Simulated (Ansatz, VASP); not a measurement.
Given: the input of a run of VASP 6.6.1 on KF.

File INCAR:

```
PREC     = Accurate       # precision mode
ENCUT    = 520            # plane-wave cutoff, eV
EDIFF    = 1E-6           # SCF threshold, eV
ISMEAR   = 0              # smearing method
SIGMA    = 0.02           # smearing width, eV
LREAL    = False          # projectors in reciprocal space
LASPH    = True           # aspherical terms in the spheres
NELM     = 150            # most SCF steps
ALGO     = Normal         # electronic algorithm
ISIF     = 2              # what is computed and relaxed
LWAVE    = False          # write WAVECAR
LCHARG   = False          # write CHGCAR
ISPIN    = 2              # spin polarisation
MAGMOM   = 0.5 0          # initial moments
LORBIT   = 11             # projections on sites
GGA      = CA             # functional
NBANDS   = 19             # bands
```

KPOINTS

```
Automatic mesh
0
Gamma
  8 8 8
```

File POSCAR:

```
KF
1.0
    3.1924270469      0.0000000000      0.0000000000
    0.0000000000      3.1924270469      0.0000000000
    0.0000000000      0.0000000000      3.1924270469
K F
1 1
Direct
    0.0000000000      0.0000000000      0.0000000000
    0.5000000000      0.5000000000      0.5000000000
```

Potentials or basis: VASP PAW LDA potentials, release 64 (K_sv, F).

Launch:

```sh
$ cat potpaw_LDA.64/K_sv/POTCAR potpaw_LDA.64/F/POTCAR > POTCAR
$ mpirun -np 1 vasp_std > vasp.out
```

Problem. Translate it to Ansatz 0.2.0. Potentials there: Ansatz PAW.

Solution. As run (the cutoff follows the program's own potentials):

Contents of input.yaml:

```yaml
crystal:
  lattice:
    - [3.1924270469, 0.0, 0.0]
    - [0.0, 3.1924270469, 0.0]
    - [0.0, 0.0, 3.1924270469]
  atoms:
    - { symbol: K, position: [0.0, 0.0, 0.0], spin: 0.5 }
    - { symbol: F, position: [0.5, 0.5, 0.5] }
hamiltonian:
  xc: lda
  pseudopotentials: { kind: paw }
magnetization:
  spin_polarized: true
kpoints:
  mp_grid: { grid: [8, 8, 8] }
scf:
  occupations: { method: gaussian, width: 0.02 }
output:
  forces: true
  stress: true
  eigenvalues: true
```

Potentials or basis: Ansatz PAW.

Run with:

```bash
$ ansatz run input.yaml --threads 1 --pin off --max-ram 2560MiB --backend cpu --events-out ev --progress --plain --runs-dir out
```

Both were run:

|  | VASP | Ansatz | Ansatz less VASP |
| --- | --- | --- | --- |
| gap on the k mesh at the Fermi level (eV) | 6.35 | 6.37 | +0.015 |
| least direct gap on the mesh (eV) | 6.39 | 6.40 | +0.015 |
| pressure (GPa) | -4.1 | -4.2 | -0.15 |
| net moment per atom (μB) | 0.00 | 0.00 | 0.000 |

Caveats: the pressure holds a Pulay correction of +0.5 GPa for the finite cutoff (Ansatz); the PAW data sets come from PBE, with cores solved anew for the run's functional, which leaves a small shift of forces and pressure (Ansatz); the starting moments weren't kept (Ansatz). A k mesh can miss the band edges. Expect the measured gap to be larger: semilocal functionals such as LDA lack the derivative discontinuity.
